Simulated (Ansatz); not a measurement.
# Bi (C2/m) in Ansatz: a series of runs

The runs below take Bi through single point, equation of state, with PBE0.

Everything below comes from runs of Ansatz 0.2.0. Logs are shortened: lines on timing, memory, paths and dates and some standing lists are left out, and cuts for length are marked.

**1. Starting point**

Symmetry: C2/m, No. 12, monoclinic system. Conventional cell: a = 6.977 Å, b = 6.265 Å, c = 3.359 Å, α = 90.00°, β = 112.04°, γ = 90.00°. Bi (site symmetry m) is surrounded by 6 Bi at 3.21 to 3.45 Å.

This isn't the form of Bi at room conditions, which is rhombohedral.

**2. Single point, PBE0, 31.98 Å³/atom (volume scaled by 0.94)**

Contents of input.yaml:

```yaml
crystal:
  lattice:
    - [3.4173821397, -3.0686298933, 0.0]
    - [3.4173821397, 3.0686298933, 0.0]
    - [-1.2345086997, 0.0, 3.0499903288]
  atoms:
    - { symbol: Bi, position: [0.753061, 0.753061, 0.857382] }
    - { symbol: Bi, position: [0.246939, 0.246939, 0.142618] }
hamiltonian:
  xc: pbe0
  pseudopotentials: { kind: paw }
kpoints:
  mp_grid: { grid: [4, 4, 4] }
scf:
  occupations: { method: fermi_dirac, width: 0.05 }
output:
  forces: true
  stress: true
  eigenvalues: true
```

Potentials or basis: Ansatz PAW.

Launch:

```sh
> ansatz run input.yaml --threads 2 --pin off --max-ram 5632MiB --backend cpu --events-out ev --progress --plain --runs-dir out
```

Output:

```text
Warning: output.stress: scf.convergence.dr2_threshold = 1e-7 eV (the SCF's general default) is looser than the 2e-10 eV advised for a printed stress (1e-10 eV for each atom of the cell: 2). What an SCF threshold leaves in a stress goes as its square root, and in the free energy as the threshold itself, and one threshold admits the most on a small cell: of the crystals measured, under no hybrid functional and no lock of the moments, on runs that ended without the residual-converged pass, on stresses that held no estimate of that error, the worst erred by over 100 MPa in a component at 1e-7 eV an atom and by under 5 at 1e-10. Set scf.convergence.dr2_threshold to 2e-10 eV or tighter. The threshold is an SCF's pass mark: one that does not reach it within its budget of iterations ends unconverged, or closes short of it on a stop that the run arms, and scf.convergence.dr2_threshold's page says what that costs each kind of run
Warning: output.stress: scf.exx.energy_threshold = 1e-6 eV is looser than the 2e-8 eV advised for a stress under a hybrid functional (1e-8 eV for each atom of the cell: 2). Every SCF of the exchange loop can meet its threshold on dr2 while the loop round them stops early: no threshold on dr2 bounds what that leaves in the stress. Set scf.exx.energy_threshold to 2e-8 eV or tighter. The threshold is the loop's pass mark: a loop that does not reach it within its budget of cycles ends unconverged, and scf.exx.energy_threshold's page has the law
Warning: RAYON_NUM_THREADS=2 ignored (pool sized by the plan → 2); use --threads N
Engine: ansatz 0.2.0, x86_64-unknown-linux-gnu
Pseudopotentials: kind: paw
Pseudopotential: Bi, paw, valence charge 15, recommended cutoff 420 eV (normal), Bi.paw.azcp
Functional definition: PBE0
  parameter a = 0.25
  parameter kappa = 0.804
  parameter beta = 0.06672455060314922
  exchange = (1 - a)*pbe_x(kappa = kappa, mu = beta*pi^2/3) + a*exact_x
  correlation = pbe_c(beta = beta)
Crystal: 2 atoms, lattice volume = 63.969 Å³
Basis set: ecut = 420 eV, 1269 PW (Γ), exchange–correlation on 64×64×48 points (8 copies of the dense FFT grid, shifted against one another)
Bands: 19, of which v1, the nominal top of the filled ones, is band 15 counted from 1 (14 counted from 0)
Symmetry: 4 space group operations
Space group: C2/m (ITA 12), of the structure as read, at distance tolerance 4.0e-5 Å
k-points: 24 of 64
Non-local potential: Bi, projectors of the file, l = 0: 2, l = 1: 2, l = 2: 2, l = 3: 2
PAW form: soft (Blöchl's): semilocal exchange-correlation on the pseudo side does not see the compensation charge
PAW frozen core: Bi, regenerated for the run's functional, and the local potential with it (the file was generated under x = pbe(κ = 0.804, μ = 0.2195149727645171), c = pbe(β = 0.06672455060314922))
PAW one-centre angular grid: Bi, 590 points (default); XC on 64 Gauss nodes
Initial density: superposition of atomic densities (neutral atoms: chi_scale 0, normalization atom), corrected by the library's trained network
Initial wavefunctions: pseudopotential atomic-orbital guess
Functional: x = pbe(κ = 0.804, μ = 0.2195149727645171), c = pbe(β = 0.06672455060314922), warm-up for x = 0.75 pbe(κ = 0.804, μ = 0.2195149727645171) + 0.25 exact, c = pbe(β = 0.06672455060314922)
SCF iter   1: F=—  HF=-24792.866030 eV  |F-HF|=—  |Δ(HF+E_count)|=         —  Δρ=2.00e-3  dr2=3.72e-3  ethr=1.77e-3  ⟨swp⟩=14.0  Hψ=2070  notcnv=3
preconditioner: auto → none  [insulator: Δε(μ)=0.206 eV  Ē_g=20.569 eV  σ=0.050 eV  W_gap=0.66  n_scr=16 (ndim 8)  ℏωp=25.4 eV  f_vac=0.000  D(μ)=0.65/eV (n_scr^D=0)]
SCF iter   2: F=—  HF=-24792.866320 eV  |F-HF|=—  |Δ(HF+E_count)|=   2.90e-4  Δρ=7.61e-4  dr2=4.15e-4  ethr=1.24e-5  ⟨swp⟩=4.4  Hψ=1327  notcnv=0  defer=17
iter 3 solved again at ethr=6.53e-8 eV; its pass at ethr=1.38e-6 eV (dr2=1.96e-5 eV) is discarded
[... 30 lines left out ...]
SCF iter   4: F=—  HF=-24794.056108 eV  |F-HF|=—  |Δ(HF+E_count)|=   5.99e-8  Δρ=4.05e-6  dr2=2.94e-8  ethr=2.52e-10  ⟨swp⟩=3.6  Hψ=1211  notcnv=0  defer=3
SCF iter   5: F=—  HF=-24794.056108 eV  |F-HF|=—  |Δ(HF+E_count)|=   2.38e-8  Δρ=1.81e-6  dr2=7.80e-9  ethr=4.93e-11  ⟨swp⟩=4.0  Hψ=1256  notcnv=0  defer=5
SCF iter   6: F=—  HF=-24794.056108 eV  |F-HF|=—  |Δ(HF+E_count)|=   7.52e-9  Δρ=9.22e-7  dr2=1.10e-9  ethr=1.31e-11  ⟨swp⟩=3.9  Hψ=1224  notcnv=0  defer=5
SCF iter   7: F=-24794.056108 eV  HF=-24794.056108 eV  |F-HF|=1.46e-11  |Δ(HF+E_count)|=  8.62e-10  Δρ=2.56e-7  dr2=5.60e-11  ethr=2.14e-12  ⟨swp⟩=3.5  Hψ=1159  notcnv=0  defer=5
SCF 3 converged in 7 iterations: F = -24794.056108 eV  dr2 = 5.60e-11
  Residual-converged pass: ⟨swp⟩=4.0  Hψ=1183  notcnv=0  max |occ|·‖R‖ = 2.7e-7 eV (tolerance 2.7e-7 eV)  dr2=5.66e-11  dr2_onsite=5.04e-12  max |Δocc| = 1.1e-13
hybrid outer 2: dexx = +3.408e-6 eV, tail = 1.04e-8 eV, Δε = 1.75e-3 eV (about 4.79e-5 eV left of the loop's levels), ΔF = 2.23e-3 eV/Å (tail 5.88e-4)
hybrid SCF converged: 2 outer / 15 inner (+7 warm-up), last move |dexx| = 3.41e-6 eV, tail = 1.04e-8 eV
Stability not checked: this state was not tested for a lower state beside it, because the functional holds exact exchange (a hybrid, or Hartree-Fock), whose exchange loop this test does not read (fock_operator; see scf.lower_state_search)
Free energy (F): -24794.056108 eV
Frozen-core exchange: fock
Harris-Foulkes:  -24794.056108 eV  (|F-HF|=1.46e-11)
Internal energy: -24794.052587 eV  (E = F + TS)
E sigma→0 (E₀):  -24794.054348 eV
Entropy (-TS):   -0.003520 eV (-1.760 meV/atom)
Fermi energy:    10.841271 eV
--- Per-component energies (eV) ---
  E_band       = -241.424146
  E_kinetic    = 602.923669
  E_local      = -2903.886939  (includes V_loc(G=0)·N_el)
  E_nonlocal   = 1122.441037
  E_hartree    = 931.970024
  E_xc         = -233.153617
  E_vxc        = -222.434122  (∫ρ·V_xc dr)
  E_exx        = -82.004529  (= α·E_x^exact, valence–valence)
  E_paw        = -21316.573155  (= ΣΔE_a)
  E_vpaw       = -540.397956  (= ΣTr[D̂ρ^β])
  E_aug_tail   = -0.000870  (compensation charges beyond the density's cutoff)
  E_ewald      = -2916.146459
  E_core_change = 0.378250  (= ΣΔE_core)
  E_smearing   = -0.003520  (= −TS)
  E_closure    = 0.000000  (closes the sum)
  Σ components = -24794.056108   (vs F -24794.056108, Δ=0.00e0)
--- Forces (eV/Å), atoms counted from 1 ---
  atom   1  Bi     0.06612909     0.00000000     0.07055672
  atom   2  Bi    -0.06612909    -0.00000000    -0.07055672
  max |Σ_I F_I| component: 1.39e-17 eV/Å
--- Stress (GPa, compression-positive) ---
       -0.110373       0.000000      -5.013791
        0.000000      -2.428472      -0.000000
       -5.013791      -0.000000       8.220202
  P = ⅓ Tr σ = 1.8938 GPa (18.938 kbar)
--- Band table (eV; the first three rows and the last of 24) ---
  k-point 0: bands = ["-14.5060", "-14.4591", "-14.4119", "-14.3736", "-14.2538", "-14.2417", "-14.2061", "-14.2052", "-14.1522", "-14.0524", "-4.2462", "0.9089", "6.9960", "7.2878", "14.3279", "15.2120", "16.0035", "16.3895", "16.5970"]
  k-point 1: bands = ["-14.4694", "-14.3488", "-14.3486", "-14.2968", "-14.2948", "-14.2650", "-14.2572", "-14.2346", "-14.1645", "-14.0784", "-3.2034", "1.1173", "7.6636", "8.7492", "9.5281", "12.1121", "14.4050", "15.0006", "15.9816"]
  k-point 2: bands = ["-14.4322", "-14.3589", "-14.3440", "-14.3109", "-14.3078", "-14.2948", "-14.1858", "-14.1814", "-14.1218", "-14.1081", "-1.2778", "0.9448", "6.0403", "7.7666", "8.7258", "12.8485", "13.1562", "13.2517", "18.1563"]
  k-point 23: bands = ["-14.3951", "-14.3498", "-14.3433", "-14.3243", "-14.3034", "-14.2641", "-14.2168", "-14.2157", "-14.1169", "-14.1135", "-0.5201", "0.5560", "6.1228", "7.3106", "7.9580", "10.2726", "12.6654", "13.3626", "18.3246"]
```

Wall time 2.3 min (2 threads of Intel Xeon at 2.50GHz (Skylake/Cascade Lake), shared host); peak memory 1 GiB.

Results:

* Free energy: -24794.0561 eV
* Pressure: 1.9 GPa
* Largest force: 0.097 eV/Å
* Band gap on the k mesh: none (metal or under the smearing width)

Caveat: the k mesh is coarse (spacing up to 0.52 Å⁻¹), so the values aren't converged, least of all with exact exchange; spin-orbit coupling is left out, which moves the levels of the heavy elements; the PAW data sets come from PBE, with cores solved anew for the run's functional, which leaves a small shift of forces and pressure; the thresholds are loose for stress.

**3. Single point, PBE0, 32.66 Å³/atom (volume scaled by 0.96)**

Changes to input.yaml since step 2:

```diff
@@ -2,5 +2,5 @@
   lattice:
-    - [3.4173821397, -3.0686298933, 0.0]
-    - [3.4173821397, 3.0686298933, 0.0]
-    - [-1.2345086997, 0.0, 3.0499903288]
+    - [3.441449004, -3.090240675, 0.0]
+    - [3.441449004, 3.090240675, 0.0]
+    - [-1.2432027094, 0.0, 3.0714698416]
   atoms:
```

Potentials or basis: Ansatz PAW.

Launch:

```sh
> ansatz run input.yaml --threads 2 --pin off --max-ram 5632MiB --backend cpu --events-out ev --progress --plain --runs-dir out
```

Run time: 2.4 min. Hardware: 2 threads of Intel Xeon at 2.50GHz (Skylake/Cascade Lake), shared host; peak memory 1.1 GiB.

The run converged. Its results:

```yaml
Free_energy: -24794.0668 eV
Pressure: 0.6 GPa
Largest_force: 0.123 eV/Å
Band_gap_on_the_k_mesh: none (metal or under the smearing width)
```

Caveat: the k mesh is coarse (spacing up to 0.51 Å⁻¹), so the values aren't converged, least of all with exact exchange; spin-orbit coupling is left out, which moves the levels of the heavy elements; the PAW data sets come from PBE, with cores solved anew for the run's functional, which leaves a small shift of forces and pressure; the thresholds are loose for stress.

**4. Single point, PBE0, 33.35 Å³/atom (volume scaled by 0.98)**

Changes to input.yaml since step 3:

```diff
@@ -2,5 +2,5 @@
   lattice:
-    - [3.441449004, -3.090240675, 0.0]
-    - [3.441449004, 3.090240675, 0.0]
-    - [-1.2432027094, 0.0, 3.0714698416]
+    - [3.4651838851, -3.1115533531, 0.0]
+    - [3.4651838851, 3.1115533531, 0.0]
+    - [-1.2517767921, 0.0, 3.0926530616]
   atoms:
```

Launch:

```sh
> ansatz run input.yaml --threads 2 --pin off --max-ram 5632MiB --backend cpu --events-out ev --progress --plain --runs-dir out
```

Run time: 2.4 min. Hardware: 2 threads of Intel Xeon at 2.50GHz (Skylake/Cascade Lake), shared host; peak memory 1.1 GiB.

It converged, with:

```yaml
Free_energy: -24794.0672 eV
Pressure: -0.5 GPa
Largest_force: 0.147 eV/Å
Band_gap_on_the_k_mesh: none (metal or under the smearing width)
```

Caveat: the k mesh is coarse (spacing up to 0.51 Å⁻¹), so the values aren't converged, least of all with exact exchange; spin-orbit coupling is left out, which moves the levels of the heavy elements; the PAW data sets come from PBE, with cores solved anew for the run's functional, which leaves a small shift of forces and pressure; the thresholds are loose for stress.

**5. Single point, PBE0, 34.03 Å³/atom**

Changes to input.yaml since step 4:

```diff
@@ -2,5 +2,5 @@
   lattice:
-    - [3.4651838851, -3.1115533531, 0.0]
-    - [3.4651838851, 3.1115533531, 0.0]
-    - [-1.2517767921, 0.0, 3.0926530616]
+    - [3.488598, -3.132578, 0.0]
+    - [3.488598, 3.132578, 0.0]
+    - [-1.260235, 0.0, 3.11355]
   atoms:
```

Launch:

```sh
> ansatz run input.yaml --threads 2 --pin off --max-ram 5632MiB --backend cpu --events-out ev --progress --plain --runs-dir out
```

Wall time 2.5 min (2 threads of Intel Xeon at 2.50GHz (Skylake/Cascade Lake), shared host); peak memory 1.1 GiB.

Results (log left out):

```
Free energy            : -24794.0586 eV
Pressure               : -1.5 GPa
Largest force          : 0.170 eV/Å
Band gap on the k mesh : none (metal or under the smearing width)
```

Caveat: the k mesh is coarse (spacing up to 0.50 Å⁻¹), so the values aren't converged, least of all with exact exchange; spin-orbit coupling is left out, which moves the levels of the heavy elements; the PAW data sets come from PBE, with cores solved anew for the run's functional, which leaves a small shift of forces and pressure; the thresholds are loose for stress.

**6. Single point, PBE0, 34.71 Å³/atom (volume scaled by 1.02)**

Changes to input.yaml since step 5:

```diff
@@ -2,5 +2,5 @@
   lattice:
-    - [3.488598, -3.132578, 0.0]
-    - [3.488598, 3.132578, 0.0]
-    - [-1.260235, 0.0, 3.11355]
+    - [3.5117019713, -3.1533241543, 0.0]
+    - [3.5117019713, 3.1533241543, 0.0]
+    - [-1.2685811704, 0.0, 3.1341701374]
   atoms:
```

Potentials or basis: Ansatz PAW.

Launch:

```sh
> ansatz run input.yaml --threads 2 --pin off --max-ram 5632MiB --backend cpu --events-out ev --progress --plain --runs-dir out
```

It took 2.4 min on 2 threads of Intel Xeon at 2.50GHz (Skylake/Cascade Lake), shared host; peak memory 1.1 GiB.

Results (log left out):

| Quantity | Value |
| --- | --- |
| Free energy | -24794.0418 eV |
| Pressure | -2.4 GPa |
| Largest force | 0.191 eV/Å |
| Band gap on the k mesh | none (metal or under the smearing width) |

Caveat: the k mesh is coarse (spacing up to 0.50 Å⁻¹), so the values aren't converged, least of all with exact exchange; spin-orbit coupling is left out, which moves the levels of the heavy elements; the PAW data sets come from PBE, with cores solved anew for the run's functional, which leaves a small shift of forces and pressure; the thresholds are loose for stress.

**7. Single point, PBE0, 35.39 Å³/atom (volume scaled by 1.04)**

Changes to input.yaml since step 6:

```diff
@@ -2,5 +2,5 @@
   lattice:
-    - [3.5117019713, -3.1533241543, 0.0]
-    - [3.5117019713, 3.1533241543, 0.0]
-    - [-1.2685811704, 0.0, 3.1341701374]
+    - [3.5345058698, -3.1738008589, 0.0]
+    - [3.5345058698, 3.1738008589, 0.0]
+    - [-1.2768189413, 0.0, 3.1545224618]
   atoms:
@@ -19 +19,5 @@
   eigenvalues: true
+  write_density: true
+  write_potential: true
+  elf: true
+  volumetric_format: npy
```

Launch:

```sh
> ansatz run input.yaml --threads 2 --pin off --max-ram 5632MiB --backend cpu --events-out ev --progress --plain --runs-dir out
```

It took 2.1 min on 2 threads of Intel Xeon at 2.50GHz (Skylake/Cascade Lake), shared host; peak memory 1.2 GiB.

The run converged. Its results:

```
Free energy            : -24794.0179 eV
Pressure               : -3.2 GPa
Largest force          : 0.210 eV/Å
Band gap on the k mesh : none (metal or under the smearing width)
```

Caveat: the k mesh is coarse (spacing up to 0.50 Å⁻¹), so the values aren't converged, least of all with exact exchange; spin-orbit coupling is left out, which moves the levels of the heavy elements; the PAW data sets come from PBE, with cores solved anew for the run's functional, which leaves a small shift of forces and pressure; the thresholds are loose for stress.

**8. Single point, PBE0, 36.07 Å³/atom (volume scaled by 1.06)**

Contents of input.yaml:

```yaml
crystal:
  lattice:
    - [3.5570192531, -3.194016696, 0.0]
    - [3.5570192531, 3.194016696, 0.0]
    - [-1.2849517653, 0.0, 3.1746155033]
  atoms:
    - { symbol: Bi, position: [0.753061, 0.753061, 0.857382] }
    - { symbol: Bi, position: [0.246939, 0.246939, 0.142618] }
hamiltonian:
  xc: pbe0
  pseudopotentials: { kind: paw }
kpoints:
  mp_grid: { grid: [4, 4, 4] }
scf:
  occupations: { method: fermi_dirac, width: 0.05 }
output:
  forces: true
  stress: true
  eigenvalues: true
```

Launch:

```sh
> ansatz run input.yaml --threads 2 --pin off --max-ram 5632MiB --backend cpu --events-out ev --progress --plain --runs-dir out
```

It took 2.1 min on 2 threads of Intel Xeon at 2.50GHz (Skylake/Cascade Lake), shared host; peak memory 1.2 GiB.

Results (log left out):

| Item | Value |
| --- | --- |
| Free energy | -24793.9874 eV |
| Pressure | -3.9 GPa |
| Largest force | 0.229 eV/Å |
| Band gap on the k mesh | none (metal or under the smearing width) |

Caveat: the k mesh is coarse (spacing up to 0.49 Å⁻¹), so the values aren't converged, least of all with exact exchange; spin-orbit coupling is left out, which moves the levels of the heavy elements; the PAW data sets come from PBE, with cores solved anew for the run's functional, which leaves a small shift of forces and pressure; the thresholds are loose for stress.

**9. Equation of state, PBE0**

Potentials or basis: Ansatz PAW.

This step only gathers the single runs of the series.

What came out:

- Equilibrium volume: 33.03 Å³/atom
- Bulk modulus at fixed shape and positions: 55 GPa
- Pressure derivative of the bulk modulus: 4.5

Energy against volume, from the lowest point:
| volume (Å³/atom) | energy (meV/atom) |
| --- | --- |
| 31.984 | 5.55 |
| 32.665 | 0.23 |
| 33.345 | 0.00 |
| 34.026 | 4.32 |
| 34.706 | 12.69 |
| 35.387 | 24.68 |
| 36.067 | 39.90 |

Caveat: the k mesh is coarse (spacing up to 0.50 Å⁻¹), so the values aren't converged, least of all with exact exchange; the cell was scaled at fixed shape and fractional positions, which overstates the stiffness of a crystal with free parameters, most of all of layers and chains; the PAW data sets were made with another functional, which shifts forces and pressure a little; spin-orbit coupling is left out, which moves the levels of the heavy elements.
